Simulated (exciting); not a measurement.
# In (Im-3m) in exciting: further runs

Aim: see how the results for In move with the level of theory and the settings. Levels: PBE, PBEsol. Tasks: equation of state.

All numbers are computed with exciting (release sodium); they aren't measurements. Logs are shortened: lines on timing, memory, paths and dates and some standing lists are left out, and cuts for length are marked.

### Step 1. The crystal as given

Symmetry: Im-3m, No. 229, cubic system. The conventional cell has a = 3.765 Å, b = 3.765 Å, c = 3.765 Å, α = 90.00°, β = 90.00°, γ = 90.00°. In (site symmetry m-3m) is surrounded by 8 In at 3.26 Å.

This isn't the form of In at room conditions, which is tetragonal.

### Step 2. Equation of state, PBE, 25.08 Å³/atom (volume scaled by 0.94)

input.xml

```xml
<input>
  <title>In</title>
  <structure speciespath="./" tshift="false">
    <crystal scale="1">
      <basevect>-3.484835583250 3.484835583250 3.484835583250</basevect>
      <basevect>3.484835583250 -3.484835583250 3.484835583250</basevect>
      <basevect>3.484835583250 3.484835583250 -3.484835583250</basevect>
    </crystal>
    <species speciesfile="In.xml" rmt="2.3">
      <atom coord="0.000000000000 0.000000000000 0.000000000000"/>
    </species>
  </structure>
  <groundstate do="fromscratch" ngridk="10 10 10" rgkmax="9" gmaxvr="14" lmaxapw="10" lmaxmat="10" lmaxvr="8" xctype="GGA_PBE" stype="Fermi Dirac" swidth="0.00183747" nempty="8" ValenceRelativity="iora*" epsengy="1e-05" epspot="1e-05" maxscl="60" outputlevel="normal"/>
</input>
```

Potentials or basis: all-electron LAPW+lo, shipped species files, valence relativity iora*.

Run with:

```console
$ OMP_NUM_THREADS=1 exciting_smp
```

INFO.OUT:

```text
================================================================================
EXCITING SODIUM started
All units are atomic (Hartree, Bohr, etc.)
================================================================================

********************************************************************************
* Ground-state run starting from atomic densities                              *
********************************************************************************

++++++++++++++++++++++++++++++++++++++++++++++++++++++++++++++++++++++++++++++++
+ Starting initialization                                                      +
++++++++++++++++++++++++++++++++++++++++++++++++++++++++++++++++++++++++++++++++

 Lattice vectors (cartesian) :
     -3.4848355833      3.4848355833      3.4848355833
      3.4848355833     -3.4848355833      3.4848355833
      3.4848355833      3.4848355833     -3.4848355833

 Reciprocal lattice vectors (cartesian) :
     -0.0000000000      0.9015038381      0.9015038381
      0.9015038381     -0.0000000000      0.9015038381
      0.9015038381      0.9015038381     -0.0000000000

 Unit cell volume                           :     169.2804750894
 Brillouin zone volume                      :       1.4653208724

 Species :    1 (In)
     parameters loaded from                 :    In.xml
     name                                   :    indium
     nuclear charge                         :     -49.00000000
     electronic charge                      :      49.00000000
     atomic mass                            :  209300.41010000
     muffin-tin radius                      :       2.30000000
     # of radial points in muffin-tin       :     400

     atomic positions (lattice) :
       1 :   0.00000000  0.00000000  0.00000000

 Total number of atoms per unit cell        :       1

 Spin treatment                             :    spin-unpolarised

 Number of Bravais lattice symmetries       :      48
 Number of crystal symmetries               :      48

 k-point grid                               :      10   10   10
 Total number of k-points                   :      47
 k-point set is reduced with crystal symmetries

 R^MT_min * |G+k|_max (rgkmax)              :       9.00000000
 Species with R^MT_min                      :       1 (In)
 Maximum |G+k| for APW functions            :       3.91304348
 Maximum |G| for potential and density      :      14.00000000

 G-vector grid sizes                        :      27    27    27
 Total number of G-vectors                  :    7803

 Maximum angular momentum used for
     APW functions                          :      10
     computing H and O matrix elements      :      10
     potential and density                  :       8
     inner part of muffin-tin               :       2

 Total nuclear charge                       :     -49.00000000
 Total electronic charge                    :      49.00000000
 Total core charge                          :      30.00000000
 Total valence charge                       :      19.00000000

 Number of empty states                     :       8
 Total number of valence states             :      18

 Maximum Hamiltonian size                   :     195
 Maximum number of plane-waves              :     178
 Total number of local-orbitals             :      17

 Exchange-correlation type                  :      20
     Perdew-Burke-Ernzerhof, Phys. Rev. Lett. 77, 3865 (1996)
     Generalised gradient approximation (GGA)

 Smearing scheme                            :    Fermi-Dirac
 Smearing width                             :       0.00183747

 Using multisecant Broyden potential mixing

++++++++++++++++++++++++++++++++++++++++++++++++++++++++++++++++++++++++++++++++
+ Ending initialization                                                        +
++++++++++++++++++++++++++++++++++++++++++++++++++++++++++++++++++++++++++++++++

********************************************************************************
* Groundstate module started                                                   *
********************************************************************************
 Output level for this task is set to normal

++++++++++++++++++++++++++++++++++++++++++++++++++++++++++++++++++++++++++++++++
+ Self-consistent loop started                                                 +
++++++++++++++++++++++++++++++++++++++++++++++++++++++++++++++++++++++++++++++++
 Density and potential initialised from atomic data

++++++++++++++++++++++++++++++++++++++++++++++++++++++++++++++++++++++++++++++++
+ SCF iteration number :    1                                                  +
++++++++++++++++++++++++++++++++++++++++++++++++++++++++++++++++++++++++++++++++
 Total energy                               :     -5880.92292908
 _______________________________________________________________
 Fermi energy                               :         0.26604600
 Kinetic energy                             :      6182.74155153
 Coulomb energy                             :    -11903.66703024
 Exchange energy                            :      -157.35775883
 Correlation energy                         :        -2.63969154

 DOS at Fermi energy (states/Ha/cell)       :        15.38146121

 Electron charges :
     core                                   :        30.00000000
     core leakage                           :         0.00070503
     valence                                :        19.00000000
     interstitial                           :         2.34422199
     charge in muffin-tin spheres :
                  atom     1    In          :        46.65577801
     total charge in muffin-tins            :        46.65577801
     total charge                           :        49.00000000

++++++++++++++++++++++++++++++++++++++++++++++++++++++++++++++++++++++++++++++++
+ SCF iteration number :    2                                                  +
++++++++++++++++++++++++++++++++++++++++++++++++++++++++++++++++++++++++++++++++
 Total energy                               :     -5882.18656848
 _______________________________________________________________
 Fermi energy                               :         0.26273186
 Kinetic energy                             :      6181.91296369
 Coulomb energy                             :    -11904.07502826
 Exchange energy                            :      -157.38450523
 Correlation energy                         :        -2.63999869
[... 233 lines left out ...]
++++++++++++++++++++++++++++++++++++++++++++++++++++++++++++++++++++++++++++++++
+ SCF iteration number :   11                                                  +
++++++++++++++++++++++++++++++++++++++++++++++++++++++++++++++++++++++++++++++++
 Total energy                               :     -5883.25946370
 _______________________________________________________________
 Fermi energy                               :         0.25362818
 Kinetic energy                             :      6180.83741289
 Coulomb energy                             :    -11904.05706715
 Exchange energy                            :      -157.39955259
 Correlation energy                         :        -2.64025685

 DOS at Fermi energy (states/Ha/cell)       :        16.73000955

 Electron charges :
     core                                   :        30.00000000
     core leakage                           :         0.00069214
     valence                                :        19.00000000
     interstitial                           :         2.32393513
     charge in muffin-tin spheres :
                  atom     1    In          :        46.67606487
     total charge in muffin-tins            :        46.67606487
     total charge                           :        49.00000000

 RMS change in effective potential (target) :  0.520744E-08  ( 0.100000E-04)
 Absolute change in total energy   (target) :  0.267683E-05  ( 0.100000E-04)
 Charge distance                   (target) :  0.113494E-08  ( 0.100000E-04)

++++++++++++++++++++++++++++++++++++++++++++++++++++++++++++++++++++++++++++++++
| Convergency criteria checked for the last 2 iterations                       +
| Convergence targets achieved. Performing final SCF iteration                 +
++++++++++++++++++++++++++++++++++++++++++++++++++++++++++++++++++++++++++++++++
 Total energy                               :     -5883.25946482
 _______________________________________________________________
 Fermi energy                               :         0.25362818
 Kinetic energy                             :      6180.83741241
 Coulomb energy                             :    -11904.05706776
 Exchange energy                            :      -157.39955263
 Correlation energy                         :        -2.64025685

 DOS at Fermi energy (states/Ha/cell)       :        16.73000812

 Electron charges :
     core                                   :        30.00000000
     core leakage                           :         0.00069214
     valence                                :        19.00000000
     interstitial                           :         2.32393513
     charge in muffin-tin spheres :
                  atom     1    In          :        46.67606487
     total charge in muffin-tins            :        46.67606487
     total charge                           :        49.00000000

++++++++++++++++++++++++++++++++++++++++++++++++++++++++++++++++++++++++++++++++
+ Self-consistent loop stopped                                                 +
++++++++++++++++++++++++++++++++++++++++++++++++++++++++++++++++++++++++++++++++
 STATE.OUT is written

********************************************************************************
* Groundstate module stopped                                                   *
********************************************************************************

--------------------------------------------------------------------------------
- CAUTION! Warnings have been written in file WARNING.OUT !                    -
--------------------------------------------------------------------------------
================================================================================
| EXCITING SODIUM stopped                                                      =
================================================================================
```

Wall time 21 s (1 thread of Arm Neoverse V2, shared host); peak memory 0.1 GiB.

What came out:

| Property | Result |
| --- | --- |
| Free energy | -160091.6504 eV |
| Band gap on the k mesh | none (metal or under the smearing width) |
| All electrons inside the program's atomic spheres | In 46.68 (radii In 2.3 bohr) |

Caveat: the log's total energy holds no entropy term; the free energy is that total less TS from the occupations.

### Step 3. Equation of state, PBE, 25.62 Å³/atom (volume scaled by 0.96)

Changes to input.xml since step 2:

```diff
@@ -4,5 +4,5 @@
     <crystal scale="1">
-      <basevect>-3.484835583250 3.484835583250 3.484835583250</basevect>
-      <basevect>3.484835583250 -3.484835583250 3.484835583250</basevect>
-      <basevect>3.484835583250 3.484835583250 -3.484835583250</basevect>
+      <basevect>-3.509377487422 3.509377487422 3.509377487422</basevect>
+      <basevect>3.509377487422 -3.509377487422 3.509377487422</basevect>
+      <basevect>3.509377487422 3.509377487422 -3.509377487422</basevect>
     </crystal>
```

Potentials or basis: all-electron LAPW+lo, shipped species files, valence relativity iora*.

Run with:

```console
$ OMP_NUM_THREADS=1 exciting_smp
```

Run time: 23 s. Hardware: 1 thread of Arm Neoverse V2, shared host; peak memory 0.1 GiB.

Results (log left out):

```yaml
Free_energy: -160091.6634 eV
Band_gap_on_the_k_mesh: none (metal or under the smearing width)
All_electrons_inside_the_program's_atomic_spheres: In 46.67 (radii In 2.3 bohr)
```

Caveat: the log's total energy holds no entropy term; the free energy is that total less TS from the occupations.

### Step 4. Equation of state, PBE, 26.15 Å³/atom (volume scaled by 0.98)

Changes to input.xml since step 3:

```diff
@@ -4,5 +4,5 @@
     <crystal scale="1">
-      <basevect>-3.509377487422 3.509377487422 3.509377487422</basevect>
-      <basevect>3.509377487422 -3.509377487422 3.509377487422</basevect>
-      <basevect>3.509377487422 3.509377487422 -3.509377487422</basevect>
+      <basevect>-3.533580855663 3.533580855663 3.533580855663</basevect>
+      <basevect>3.533580855663 -3.533580855663 3.533580855663</basevect>
+      <basevect>3.533580855663 3.533580855663 -3.533580855663</basevect>
     </crystal>
```

Run with:

```console
$ OMP_NUM_THREADS=1 exciting_smp
```

It took 24 s on 1 thread of Arm Neoverse V2, shared host; peak memory 0.1 GiB.

Results (log left out):

```yaml
Free_energy: -160091.6724 eV
Band_gap_on_the_k_mesh: none (metal or under the smearing width)
All_electrons_inside_the_program's_atomic_spheres: In 46.66 (radii In 2.3 bohr)
```

Caveat: the log's total energy holds no entropy term; the free energy is that total less TS from the occupations.

### Step 5. Equation of state, PBE, 26.69 Å³/atom

Changes to input.xml since step 4:

```diff
@@ -4,5 +4,5 @@
     <crystal scale="1">
-      <basevect>-3.533580855663 3.533580855663 3.533580855663</basevect>
-      <basevect>3.533580855663 -3.533580855663 3.533580855663</basevect>
-      <basevect>3.533580855663 3.533580855663 -3.533580855663</basevect>
+      <basevect>-3.557457126295 3.557457126295 3.557457126295</basevect>
+      <basevect>3.557457126295 -3.557457126295 3.557457126295</basevect>
+      <basevect>3.557457126295 3.557457126295 -3.557457126295</basevect>
     </crystal>
```

Run with:

```console
$ OMP_NUM_THREADS=1 exciting_smp
```

It took 24 s on 1 thread of Arm Neoverse V2, shared host; peak memory 0.1 GiB.

It converged, with:

```
Free energy                                       : -160091.6790 eV
Band gap on the k mesh                            : none (metal or under the smearing width)
All electrons inside the program's atomic spheres : In 46.66 (radii In 2.3 bohr)
```

Caveat: the log's total energy holds no entropy term; the free energy is that total less TS from the occupations.

### Step 6. Equation of state, PBE, 27.22 Å³/atom (volume scaled by 1.02)

Changes to input.xml since step 5:

```diff
@@ -4,5 +4,5 @@
     <crystal scale="1">
-      <basevect>-3.557457126295 3.557457126295 3.557457126295</basevect>
-      <basevect>3.557457126295 -3.557457126295 3.557457126295</basevect>
-      <basevect>3.557457126295 3.557457126295 -3.557457126295</basevect>
+      <basevect>-3.581017131608 3.581017131608 3.581017131608</basevect>
+      <basevect>3.581017131608 -3.581017131608 3.581017131608</basevect>
+      <basevect>3.581017131608 3.581017131608 -3.581017131608</basevect>
     </crystal>
```

Potentials or basis: all-electron LAPW+lo, shipped species files, valence relativity iora*.

Run with:

```console
$ OMP_NUM_THREADS=1 exciting_smp
```

Run time: 25 s. Hardware: 1 thread of Arm Neoverse V2, shared host; peak memory 0.1 GiB.

It converged, with:

```yaml
Free_energy: -160091.6825 eV
Band_gap_on_the_k_mesh: none (metal or under the smearing width)
All_electrons_inside_the_program's_atomic_spheres: In 46.65 (radii In 2.3 bohr)
```

Caveat: the log's total energy holds no entropy term; the free energy is that total less TS from the occupations.

### Step 7. Equation of state, PBE, 27.75 Å³/atom (volume scaled by 1.04)

Changes to input.xml since step 6:

```diff
@@ -4,5 +4,5 @@
     <crystal scale="1">
-      <basevect>-3.581017131608 3.581017131608 3.581017131608</basevect>
-      <basevect>3.581017131608 -3.581017131608 3.581017131608</basevect>
-      <basevect>3.581017131608 3.581017131608 -3.581017131608</basevect>
+      <basevect>-3.604271141127 3.604271141127 3.604271141127</basevect>
+      <basevect>3.604271141127 -3.604271141127 3.604271141127</basevect>
+      <basevect>3.604271141127 3.604271141127 -3.604271141127</basevect>
     </crystal>
```

Run with:

```console
$ OMP_NUM_THREADS=1 exciting_smp
```

Run time: 29 s. Hardware: 1 thread of Arm Neoverse V2, shared host; peak memory 0.1 GiB.

The run converged. Its results:

* Free energy: -160091.6836 eV
* Band gap on the k mesh: none (metal or under the smearing width)
* All electrons inside the program's atomic spheres: In 46.65 (radii In 2.3 bohr)

Caveat: the log's total energy holds no entropy term; the free energy is that total less TS from the occupations.

### Step 8. Equation of state, PBE, 28.29 Å³/atom (volume scaled by 1.06)

Changes to input.xml since step 7:

```diff
@@ -4,5 +4,5 @@
     <crystal scale="1">
-      <basevect>-3.604271141127 3.604271141127 3.604271141127</basevect>
-      <basevect>3.604271141127 -3.604271141127 3.604271141127</basevect>
-      <basevect>3.604271141127 3.604271141127 -3.604271141127</basevect>
+      <basevect>-3.627228901117 3.627228901117 3.627228901117</basevect>
+      <basevect>3.627228901117 -3.627228901117 3.627228901117</basevect>
+      <basevect>3.627228901117 3.627228901117 -3.627228901117</basevect>
     </crystal>
```

Run with:

```console
$ OMP_NUM_THREADS=1 exciting_smp
```

Run time: 26 s. Hardware: 1 thread of Arm Neoverse V2, shared host; peak memory 0.1 GiB.

Results (log left out):

```
Free energy                                       : -160091.6826 eV
Band gap on the k mesh                            : none (metal or under the smearing width)
All electrons inside the program's atomic spheres : In 46.64 (radii In 2.3 bohr)
```

Caveat: the log's total energy holds no entropy term; the free energy is that total less TS from the occupations.

### Step 9. Equation of state, PBE

Potentials or basis: all-electron LAPW+lo, shipped species files, valence relativity iora*.

No new run: the results of the series are fitted here.

What came out:

```
Equilibrium volume                      : 27.76 Å³/atom
Bulk modulus                            : 34 GPa
Pressure derivative of the bulk modulus : 4.9 (rough: it moves with the points fitted)
```

Energy against volume, from the lowest point:
```
volume (Å³/atom)  energy (meV/atom)
          25.085              33.20
          25.618              20.21
          26.152              11.23
          26.686               4.63
          27.220               1.06
          27.753               0.00
          28.287               0.96
```

### Step 10. Equation of state, PBEsol, 25.08 Å³/atom (volume scaled by 0.94)

input.xml

```xml
<input>
  <title>In</title>
  <structure speciespath="./" tshift="false">
    <crystal scale="1">
      <basevect>-3.484835583250 3.484835583250 3.484835583250</basevect>
      <basevect>3.484835583250 -3.484835583250 3.484835583250</basevect>
      <basevect>3.484835583250 3.484835583250 -3.484835583250</basevect>
    </crystal>
    <species speciesfile="In.xml" rmt="2.3">
      <atom coord="0.000000000000 0.000000000000 0.000000000000"/>
    </species>
  </structure>
  <groundstate do="fromscratch" ngridk="10 10 10" rgkmax="9" gmaxvr="14" lmaxapw="10" lmaxmat="10" lmaxvr="8" xctype="GGA_PBE_SOL" stype="Fermi Dirac" swidth="0.00183747" nempty="8" ValenceRelativity="iora*" epsengy="1e-05" epspot="1e-05" maxscl="60" outputlevel="normal"/>
</input>
```

Run with:

```console
$ OMP_NUM_THREADS=1 exciting_smp
```

Run time: 27 s. Hardware: 1 thread of Arm Neoverse V1, shared host; peak memory 0.1 GiB.

The run converged. Its results:

```yaml
Free_energy: -160019.2090 eV
Band_gap_on_the_k_mesh: none (metal or under the smearing width)
All_electrons_inside_the_program's_atomic_spheres: In 46.67 (radii In 2.3 bohr)
```

Caveat: the log's total energy holds no entropy term; the free energy is that total less TS from the occupations.

(Part 1 of 2 ends here.)
